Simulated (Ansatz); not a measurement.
## Si2Mo under changes of volume

One of the cells (13.416 Å³/atom); the others are scaled copies at fixed shape and fractional positions:

```
Mo Si
1.0
    -1.60000    1.60000    3.93050
     1.60000   -1.60000    3.93050
     1.60000    1.60000   -3.93050
Mo Si
1 2
Direct
  0.00000 0.00000 0.00000
  0.66700 0.66700 0.00000
  0.33300 0.33300 0.00000
```

| Property | Result |
| --- | --- |
| Program | Ansatz 0.2.0 |
| Functional | r2SCAN |
| Potentials or basis | Ansatz PAW |
| Cutoff | 500 eV (not typed: the program's choice for these potentials) |
| k mesh | 12 × 12 × 12 |
| Occupations | fermi-dirac, width 0.05 eV |
| Spin | no spin polarisation |

```csv
volume (Å³/atom),energy over the lowest point (meV/atom),pressure (GPa),largest force (eV/Å)
12.611,?,?,?
12.879,10.86,8.3,0.283
13.148,1.38,3.2,0.321
13.416,0.00,-1.4,0.357
13.684,5.88,-5.5,0.391
13.953,18.28,-9.2,0.423
14.221,36.50,-12.5,0.454
```

Task: What does the run at 12.611 Å³/atom give?

Result: Energy over the lowest point 29.39 meV/atom; pressure 14.0 GPa; largest force 0.242 eV/Å.

Worked out: A Birch-Murnaghan fit of order 3 (a polynomial in V^(-2/3)) to the other rows has its minimum at 13.33 Å³/atom with B0 = V·E''(V) = 223 GPa and B' = 4.4 at fixed shape and positions, which overstates the stiffness. It gives 29.31 meV/atom at 12.611 Å³/atom, against the run's 29.39, and -dE/dV = 13.9 GPa, against 14.0.

Energies are extrapolated to zero smearing.

Caveats: the PAW data sets come from PBE, with cores solved anew for the run's functional, which leaves a small shift of forces and pressure.
